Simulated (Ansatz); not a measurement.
# TiAl2: the cost of one run

Computed with Ansatz 0.2.0 (DFT PBE, scalar-relativistic, plane waves, PAW, unless a step's input says otherwise).

## (1) Starting point

The structure is tetragonal, space group P4/mmm (No. 123). Conventional cell: a = 4.116 Å, b = 4.116 Å, c = 6.265 Å, α = 90.00°, β = 90.00°, γ = 90.00°. Around Ti (site symmetry mmm) lie 6 Al at 2.06 to 2.43 Å. Al (site symmetry 4/mmm) is surrounded by 4 Ti at 2.06 Å. Around Al (site symmetry 4mm) lie 4 Ti at 2.43 Å and 1 Al at 2.58 Å. Al (site symmetry 4/mmm) is surrounded by 10 Al at 3.13 to 3.45 Å.

Structure file:

```
Ti Al
1.0
     4.11558    0.00000    0.00000
     0.00000    4.11558    0.00000
     0.00000    0.00000    6.26535
Ti Al
2 4
Cartesian
  2.0578 0.0000 0.0000
  0.0000 2.0578 0.0000
  0.0000 0.0000 0.0000
  2.0578 2.0578 1.2884
  2.0578 2.0578 4.9770
  0.0000 0.0000 3.1327
```

Recipe of the guess: random cell by space group and Wyckoff sites (P4/mmm, No. 123). Lengths come from tabulated atomic sizes and are only a guess.

## (2) The guess as it stands, on a coarse mesh

File input.yaml:

```yaml
crystal:
  lattice:
    - [4.11557749, 0.0, 0.0]
    - [0.0, 4.11557749, 0.0]
    - [0.0, 0.0, 6.26534513]
  atoms:
    - { symbol: Ti, position: [0.5, 0.0, 0.0] }
    - { symbol: Ti, position: [0.0, 0.5, 0.0] }
    - { symbol: Al, position: [0.0, 0.0, 0.0] }
    - { symbol: Al, position: [0.5, 0.5, 0.2056378] }
    - { symbol: Al, position: [0.5, 0.5, 0.7943622] }
    - { symbol: Al, position: [0.0, 0.0, 0.5] }
basis:
  ecutwfc: 420
kpoints:
  mp_grid: { grid: [4, 4, 4] }
hamiltonian:
  xc: pbe
scf:
  occupations: { method: gaussian, width: 0.1 }
  lower_state_search: "off"
output:
  forces: true
  stress: true
  eigenvalues: true
```

Run with:

```sh
ansatz run input.yaml --threads 1 --pin off --max-ram 2560MiB --backend cpu --events-out ev --progress --plain --runs-dir out
```

Q: Estimate wall time and peak memory on 1 thread of Arm Neoverse V1, shared host.

About 3 s, with a peak of 0.36 GiB.
